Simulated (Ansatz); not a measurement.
Mn (bcc)

Method: PBE with spin–orbit coupling; two-component spinors; PAW, 420 eV, 20×20×20 k-mesh, Gaussian smearing of 0.05 eV; code Ansatz. The datasets are Ansatz's generated set soft_2.

```
CELL_PARAMETERS angstrom
-1.39832 1.39832 1.39832
1.39832 -1.39832 1.39832
1.39832 1.39832 -1.39832
ATOMIC_POSITIONS crystal
Mn 0.00000 0.00000 0.00000
```

At room temperature and ambient pressure Mn takes another structure.

Magnetic state: ferromagnetic, site spin moments Mn 0.85 μB, along [001] (Cartesian), which lowers the symmetry.

The cell is relaxed to zero pressure at this level.

Path: Γ–H–N–Γ–P–H | P–N, with Γ = (0.000, 0.000, 0.000), H = (0.500, -0.500, 0.500), N = (0.000, 0.000, 0.500), P = (0.250, 0.250, 0.250) in reciprocal vectors of the calculation's cell.

Is it a metal or an insulator, and if it has a gap, where are the band edges on this path?

A metal: bands cross the Fermi level.

Bands as a text map, energy in eV from the Fermi level (dashes), each leg drawn with the same width:
```
  5.57 |                                      *                 *     
  5.14 |       *        *                                       *     
  4.71 |       *        *                                        *    
  4.29 |                 *                   *                   *    
  3.86 |                 *                   *                    *   
  3.43 |      *                                                   **  
  3.00 |                  *                 *                         
  2.57 |      *          ****                                      ***
  2.14 |     *   ********  * **             *            **         * 
  1.71 |    *   ** **    ***** *           *           ***           *
  1.29 |  ** * **********  ********        ************  *************
  0.86 |**  * * **  **     *****************           ***        ****
  0.43 |  ** * **   ***  ** **  **            *********    ***********
  0.00 |*****-*------****--********************----*----*-----********
 -0.43 |  ** * *      ** ***  * ****    *              *          **  
 -0.86 |***** *       *** *   **  * **** *             *         **   
 -1.29 |**** *         ** *    **********             *         **    
 -1.71 |******           *      ******** **                   ***     
 -2.14 |                ***    ******   ** *      ** **      * *      
 -2.57 |     **          * **** **        * ******  **     ***********
 -3.00 |               ** ******           ************    ** *      *
 -3.43 |      **      **                     **  ** ** *     ******** 
 -3.86 |      ***   *** **                  *      *  * *      * *    
 -4.29 |     *** *** **** **                *          * **     ****  
 -4.71 |     *  ** ***   ** ****                        **        ****
 -5.14 |          *        *****           *              *         **
 -5.57 |    *                   *                                     
 -6.00 |                         *        *                           
        Γ         H         N         Γ         P         HP         N
```

Site moments are of spin, integrated over Gaussian weights of 0.5 Å, which gives about a tenth less on f atoms than spheres do. No antiparallel order was tried.
